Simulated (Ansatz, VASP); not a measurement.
**Cs: VASP beside Ansatz**

The input INCAR:

```
SYSTEM = Cs
PREC = Accurate ; ENCUT = 520
EDIFF = 1E-8 ; ISMEAR = -1
SIGMA = 0.05 ; LREAL = .FALSE.
LASPH = .TRUE. ; NELM = 80
ALGO = Fast ; ISIF = 2
LWAVE = .FALSE. ; LCHARG = .FALSE.
GGA = PE ; LEFG = .TRUE.
NBANDS = 10
```

File KPOINTS:

```
regular mesh
0
G
  11 11 11
  0 0 0
```

The input POSCAR:

```
Cs
1.0
    4.9709918362      0.0000000000      0.0000000000
    0.0000000000      4.9709918362      0.0000000000
    0.0000000000      0.0000000000      5.0212038749
Cs
1
Direct
    0.0000000000      0.0000000000      0.0000000000
```

Input for Ansatz:

```yaml
crystal:
  lattice:
    - [4.9709918362, 0.0, 0.0]
    - [0.0, 4.9709918362, 0.0]
    - [0.0, 0.0, 5.0212038749]
  atoms:
    - { symbol: Cs, position: [0.0, 0.0, 0.0] }
kpoints:
  mp_grid: { grid: [11, 11, 11] }
scf:
  occupations: { method: fermi_dirac, width: 0.05 }
hamiltonian:
  xc: pbe
  pseudopotentials: { kind: all_electron, datasets: crystal }
output:
  forces: true
  stress: true
  eigenvalues: true
  efg: { contact_densities: true }
```

Change from the starting cell: x and y stretched by -1 %, z held, crystal datasets.

Alike in both runs: task electric field gradients; functional PBE; k mesh 11 × 11 × 11; occupations fermi-dirac, width 0.05 eV; no spin polarisation.

```csv
,VASP,Ansatz
version,VASP 6.6.1,Ansatz 0.2.0
potentials or method,"VASP PAW PBE potentials, release 64 (Cs_sv)","all-electron PAW with datasets made for the crystal, scalar-relativistic"
plane-wave cutoff (eV),520,see its input
```

|  | VASP | Ansatz | Ansatz less VASP |
| --- | --- | --- | --- |
| pressure (GPa) | 0.1 | 0.1 | +0.01 |
| Vzz of the field gradient on the site that differs most (V/Å²) | -0.8 | -0.9 | -0.02 |

Ansatz ran all-electron here, so the differences hold the error of VASP's frozen core and of both bases. Ansatz warned: «gradients_without_spin_orbit».

The runs have no spin-orbit coupling, so splittings on Cs are missing.
